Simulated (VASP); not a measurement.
Write the native input for VASP 6.6.1 that does the following.

```yaml
Task: dielectric tensor
Functional: PBEsol
Potentials_or_basis: VASP PAW PBE potentials, release 64 (Li_sv, Cl)
Cutoff: 600 eV
k_mesh: 16 × 16 × 16
Occupations: gaussian, width 0.03 eV
Spin: no spin polarisation
Monkhorst-Pack_mesh: yes
Further_INCAR_settings: ALGO = Normal; EDIFF = 1e-08
```

The structure of LiCl lies in POSCAR:

```
LiCl                                    
1.0
    0.0000000000      2.5305222624      2.5305222624
    2.5305222624      0.0000000000      2.5305222624
    2.5305222624      2.5305222624      0.0000000000
  Li              Cl            
     1     1
Direct
     0.0000000000000000    0.0000000000000000    0.0000000000000000
     0.5000000000000000    0.5000000000000000    0.5000000000000000
```

The input as run:

INCAR

```
ALGO = Normal
EDIFF = 1E-8
ENCUT = 600
GGA = PS
ISIF = 2
ISMEAR = 0
LASPH = True
LCHARG = False
LEPSILON = True
LREAL = False
LWAVE = False
NELM = 80
PREC = Accurate
SIGMA = 0.03
```

KPOINTS

```
k-points
0
Monkhorst-Pack
  16 16 16
```

Potentials or basis: VASP PAW PBE potentials, release 64 (Li_sv, Cl).

Command:

```sh
$ cat potpaw_PBE.64/Li_sv/POTCAR potpaw_PBE.64/Cl/POTCAR > POTCAR
$ mpirun -np 1 vasp_std > vasp.out
```

It gave:

```yaml
Electronic_dielectric_tensor_diagonal: 3.08
Born_charges_mean_of_the_diagonal: Li +1.18; Cl -1.18 e
```

Run time: 41 min on 1 thread of Intel(R) Xeon(R) Platinum 8488C (Sapphire Rapids), with other jobs on the host, peak memory 0.94 GiB.
